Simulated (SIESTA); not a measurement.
Crystal: CdSe.

```
CELL_PARAMETERS angstrom
0.00000 3.07027 3.07027
3.07027 0.00000 3.07027
3.07027 3.07027 0.00000
ATOMIC_POSITIONS crystal
Cd 0.00000 0.00000 0.00000
Se 0.25000 0.25000 0.25000
```

Measurements of this composition are mostly on another form, of space group No. 186.

Base run:

```yaml
Program: SIESTA 5.4.2
Functional: vdW-DF-cx
Potentials_or_basis: PseudoDojo 0.4 standard (PBE files)
Basis: DZP (energy shift 0.003 Ry; two zetas on semicore shells)
Grid_cutoff: 800 Ry
Energy_shift: 0.003 Ry
k_mesh: 8 × 8 × 8
Occupations: fermi-dirac, width 0.05 eV
Spin: no spin polarisation
```

Its results: band gap on the k mesh 0.70 eV, direct; pressure -0.6 GPa.

**Question.** The run is repeated on the same cell with these changes: functional from vdW-DF-cx to PBE; potentials or basis from PseudoDojo 0.4 standard (PBE files) to SG15 1.2 (PBE files) or PseudoDojo by element; valence electrons from 36 to 26. What comes out?

**Answer.** Band gap on the k mesh 1.46 eV, direct; pressure 1.4 GPa.

Caveats: the basis of atomic orbitals isn't converged, which shifts pressures, moduli and gaps; the potentials were made for another functional, which shifts forces and pressure (some runs).
